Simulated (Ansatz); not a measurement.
# C: the cost of one run

Method: DFT PBEsol+D3(BJ), scalar-relativistic, plane waves, PAW, in Ansatz 0.2.0.

16 further runs of the same task are left out: 16 set aside as unsound or not needed.

**1. The system as given**

The structure is trigonal, space group R-3m (No. 166). Conventional cell: a = 2.456 Å, b = 2.456 Å, c = 10.041 Å, α = 90.00°, β = 90.00°, γ = 120.00°. Around C (site symmetry 3m) lie 3 C at 1.42 Å.

Structure file:

```xyz
2
Lattice="1.2280 0.7090 3.3470 -1.2280 0.7090 3.3470 0.0000 -1.4180 3.3470" Properties=species:S:1:pos:R:3 pbc="T T T"
C     0.0000    0.0000    1.6467
C     0.0000    0.0000    8.3943
```

Source of the structure: the Crystallography Open Database.

**7. Setting up the map**

The energy is mapped over two normal modes frozen in (zone-centre modes of the cell shown).

First coordinate, amplitude of mode 4 (866 cm⁻¹), largest displacement: 7 values from −0.095 Å. Second coordinate, amplitude of mode 6 (1585 cm⁻¹), largest displacement: 7 values from −0.06 Å.

Nothing else is relaxed (the cell and all other modes fixed). Energies count from the relaxed high-symmetry cell. Points are written as (first, second).

The patterns, per unit of each coordinate (Å):

| atom | x1 | y1 | z1 | x2 | y2 | z2 |
| --- | --- | --- | --- | --- | --- | --- |
| C1 | 0.000 | 0.000 | 1.000 | 0.000 | 1.000 | 0.000 |
| C2 | 0.000 | 0.000 | -1.000 | 0.000 | -1.000 | 0.000 |

(The set-up runs are not shown.)

**8. The run at (−0.095 Å, 0.00 Å)**

The input, input.yaml:

```yaml
crystal:
  lattice:
    - [1.2290461105, 0.7095901028, 3.2829684898]
    - [-1.2290461105, 0.7095901028, 3.2829684898]
    - [0.0, -1.4191802055, 3.2829684898]
  atoms:
    - { symbol: C, position: [0.1569378743, 0.1569378743, 0.1569378743] }
    - { symbol: C, position: [0.8430621257, 0.8430621257, 0.8430621257] }
basis:
  ecutwfc: 520.0
kpoints:
  mp_grid: { grid: [15, 15, 15] }
hamiltonian:
  xc: pbesol
  pseudopotentials: { kind: paw, azcp: { folder: soft_1 } }
  dispersion: d3bj
scf:
  occupations: { method: gaussian, width: 0.05 }
output:
  forces: true
  stress: true
  eigenvalues: true
```

Started as:

```sh
ansatz run input.yaml --threads 1 --pin off --max-ram 2048MiB --backend cpu --events-out ev --progress --plain --runs-dir out
```

Q: Estimate wall time and peak memory on 1 thread of AMD EPYC 7R43 (Zen 3), shared host.

About 3.6 s, with a peak of 0.38 GiB.
